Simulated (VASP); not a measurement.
Set up this calculation in VASP 6.6.1, as the native input.

```yaml
Task: single point
Functional: PBE
Potentials_or_basis: VASP PAW PBE potentials, release 64 (Hg, Se)
Cutoff: 520 eV
k_mesh: 8 × 8 × 8
Occupations: gaussian, width 0.012 eV
Spin: no spin polarisation
Further_INCAR_settings: ALGO = Normal; EDIFF = 1e-06
```

The structure of HgSe lies in POSCAR:

```
HgSe
1.0
    0.0000000000      3.0390000000      3.0390000000
    3.0390000000      0.0000000000      3.0390000000
    3.0390000000      3.0390000000      0.0000000000
Hg Se
1 1
Direct
    0.0000000000      0.0000000000      0.0000000000
    0.7500000000      0.7500000000      0.7500000000
```

These files were run (other wordings do the same):

INCAR

```
PREC = Accurate ; ENCUT = 520
EDIFF = 1E-6 ; ISMEAR = 0
SIGMA = 0.012 ; LREAL = F
LASPH = T ; NELM = 60
ALGO = Normal ; ISIF = 2
LWAVE = F ; LCHARG = F
GGA = PE
```

KPOINTS

```
Automatic mesh
0
Gamma
  8 8 8
```

Potentials or basis: VASP PAW PBE potentials, release 64 (Hg, Se).

The run is started by

```console
$ cat potpaw_PBE.64/Hg/POTCAR potpaw_PBE.64/Se/POTCAR > POTCAR
$ mpirun -np 1 vasp_std > vasp.out
```

It gave:

```json
{"Pressure": "5.0 GPa", "Band gap on the k mesh": "none (metal or under the smearing width)"}
```

Run time: 30 s on 1 thread of AMD EPYC 7R43 64-Core Processor (Zen 3), with other jobs on the host, peak memory 0.14 GiB.
